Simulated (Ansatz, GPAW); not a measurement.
Given: the input of a run of Ansatz 0.2.0 on Rh (Rhodium). 

The input input.yaml:

```yaml
crystal:
  lattice:
    - [0.0, 1.89785, 1.89785]
    - [1.89785, 0.0, 1.89785]
    - [1.89785, 1.89785, 0.0]
  atoms:
    - { symbol: Rh, position: [0.0, 0.0, 0.0] }
hamiltonian:
  xc: pbe
  pseudopotentials: { kind: paw }
kpoints:
  mp_grid: { grid: [12, 12, 12] }
scf:
  occupations: { method: gaussian, width: 0.05 }
output:
  forces: true
  stress: true
  eigenvalues: true
  write_density: true
  write_potential: true
  elf: true
  volumetric_format: npy
```

Potentials or basis: Ansatz PAW.

Launch:

```sh
$ ansatz run input.yaml --threads 2 --pin off --max-ram 5632MiB --backend cpu --events-out ev --progress --plain --runs-dir out
```

**Question.** What does the same run look like in GPAW 26.7.0 (ASE script)? Potentials or basis there: GPAW PAW data sets (gpaw-data 1.2.1), cutoff 600 eV.

**Answer.** As run (cutoffs and basis follow the program's own potentials, and thresholds, step limits or extra output files can differ):

Contents of run.py:

```python
from ase import Atoms
from ase.dft.bandgap import bandgap
from ase.io import write
from ase.units import GPa
from gpaw import GPAW, PW

atoms = Atoms(['Rh'],
              cell=[[0.0, 1.89785, 1.89785],
                    [1.89785, 0.0, 1.89785],
                    [1.89785, 1.89785, 0.0]],
              scaled_positions=[[0.0, 0.0, 0.0]],
              pbc=True)

calc = GPAW(mode=PW(600),
            xc='PBE',
            kpts={'size': (12, 12, 12), 'gamma': True},
            occupations={'name': 'methfessel-paxton', 'order': 0, 'width': 0.05},
            nbands=16,
            convergence={'density': 1e-05, 'energy': 1e-05},
            maxiter=150,
            txt='gpaw.txt')
atoms.calc = calc
energy = atoms.get_potential_energy()
forces = atoms.get_forces()
stress = atoms.get_stress()
calc.write('gs.gpw')
write('result.traj', atoms)
print(f'Energy: {energy:.6f} eV')
print('Forces (eV/A):')
print(forces.round(4))
print('Stress (GPa):', (stress / GPa).round(3))
print('Fermi level:', round(calc.get_fermi_level(), 4), 'eV')
print(f'Gap: {bandgap(calc)[0]:.4f} eV, direct: {bandgap(calc, direct=True)[0]:.4f} eV')
```

Potentials or basis: GPAW PAW data sets (gpaw-data 1.2.1), pw.

Launch:

```console
$ OMP_NUM_THREADS=1 python run.py
```

Both were run:

|  | Ansatz | GPAW |
| --- | --- | --- |
| Pressure | 7.2 GPa | 9.2 GPa |

Ansatz's pressure holds a Pulay term of +0.12 GPa for its cutoff of 420 eV, which the other run lacks.

The potentials hold 17 and 15 valence electrons a cell.

Where Ansatz's input types no cutoff or centring, it takes its own default and a Γ-centred mesh.

The two runs disagree by more than potentials and bases usually give (in gap, levels, pressure or energy); the cause wasn't traced.

Pressure is positive in compression.
